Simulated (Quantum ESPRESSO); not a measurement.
Crystal: HfC.

```
CELL_PARAMETERS angstrom
0.00000 2.32500 2.32500
2.32500 0.00000 2.32500
2.32500 2.32500 0.00000
ATOMIC_POSITIONS crystal
Hf 0.50000 0.50000 0.50000
C 0.00000 0.00000 0.00000
```

Base run:

- Program: Quantum ESPRESSO 7.5
- Functional: PBE
- Potentials or basis: PseudoDojo 0.4 FR PBE standard
- Cutoff: 1116 eV
- Density cutoff: 4463 eV
- k mesh: 10 × 10 × 10
- Occupations: fermi-dirac, width 0.05 eV
- Spin: spin-orbit coupling, no magnetisation

Its results: band gap on the k mesh none (metal or under the smearing width); pressure 0.1 GPa.

Task: After a change of settings the same cell gave: band gap on the k mesh none (metal or under the smearing width); pressure -0.8 GPa. Which change was it?
A. k mesh from 10 × 10 × 10 to 4 × 4 × 4
B. potentials or basis from PseudoDojo 0.4 FR PBE standard to PseudoDojo 0.4.1 SR PBE standard; spin from spin-orbit coupling, no magnetisation to no spin polarisation
C. potentials or basis from PseudoDojo 0.4 FR PBE standard to SSSP 1.3 efficiency PBE; cutoff from 1116 eV to 816 eV; density cutoff from 4463 eV to 5987 eV; spin from spin-orbit coupling, no magnetisation to no spin polarisation

Result: A.

Caveats: some runs use coarse meshes.

Not every run made on this cell is shown here.
